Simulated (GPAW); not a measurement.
The system is InSe.

```
In Se
1.0
     4.05000    0.00000    0.00000
    -2.02500    3.50740    0.00000
     0.00000    0.00000   16.93000
In Se
4 4
Direct
  0.66667 0.33333 0.84300
  0.33333 0.66667 0.34300
  0.66667 0.33333 0.65700
  0.33333 0.66667 0.15700
  0.66667 0.33333 0.39800
  0.33333 0.66667 0.89800
  0.66667 0.33333 0.10200
  0.33333 0.66667 0.60200
```

Base run:

```yaml
Program: GPAW 26.7.0
Functional: LDA
Potentials_or_basis: the program's PAW data sets (release 1.2.1) made for this functional
Cutoff: 450 eV
Basis: pw
k_mesh: 6 × 6 × 2
Occupations: fermi-dirac, width 0.05 eV
Spin: no spin polarisation
```

Its results: band gap on the k mesh none (metal or under the smearing width).

Q: The run is repeated on the same cell with these changes: functional from LDA to TB-mBJ; potentials or basis from the program's PAW data sets (release 1.2.1) made for this functional to GPAW PAW data sets for LDA (gpaw-data 1.2.1); cutoff from 450 eV to 600 eV. What comes out?

A: Band gap on the k mesh 0.47 eV, direct.

Caveats: a model potential gives levels but no total energy (some runs); spin-orbit coupling is left out, which moves the levels of the heavy elements (some runs).

A k mesh can miss the band edges.

Not every run made on this cell is shown here.
